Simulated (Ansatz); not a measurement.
**Pt in Ansatz: the effect of functional**

The system is Pt.

```
CELL_PARAMETERS angstrom
0.00000 1.96090 1.96090
1.96090 0.00000 1.96090
1.96090 1.96090 0.00000
ATOMIC_POSITIONS crystal
Pt 0.00000 0.00000 0.00000
```

Alike in all runs:

- Program: Ansatz 0.2.0
- Task: band structure
- Potentials or basis: Ansatz PAW
- k mesh: 7 × 7 × 7
- Occupations: fermi-dirac, width 0.05 eV
- Spin: no spin polarisation

Task: One run gave: pressure 0.9 GPa. Which functional did it use?
A. RPBE
B. LDA
C. BLYP
D. revPBE
E. PBEsol

Result: E.

```tsv
functional	cutoff	pressure (GPa)
LDA	420 eV (not typed: the program's choice for these potentials)	-4.6
PBEsol	420 eV (not typed: the program's choice for these potentials)	0.9
RPBE	420 eV (not typed: the program's choice for these potentials)	15.9
revPBE	420 eV (not typed: the program's choice for these potentials)	14.7
BLYP	420 eV (not typed: the program's choice for these potentials)	26.8
r2SCAN	500 eV (not typed: the program's choice for these potentials)	5.4
```

Caveats: all runs use coarse meshes; the PAW data sets come from PBE, with cores solved anew for the run's functional, which leaves a small shift of forces and pressure.

Runs at the PBE level aren't shown here.
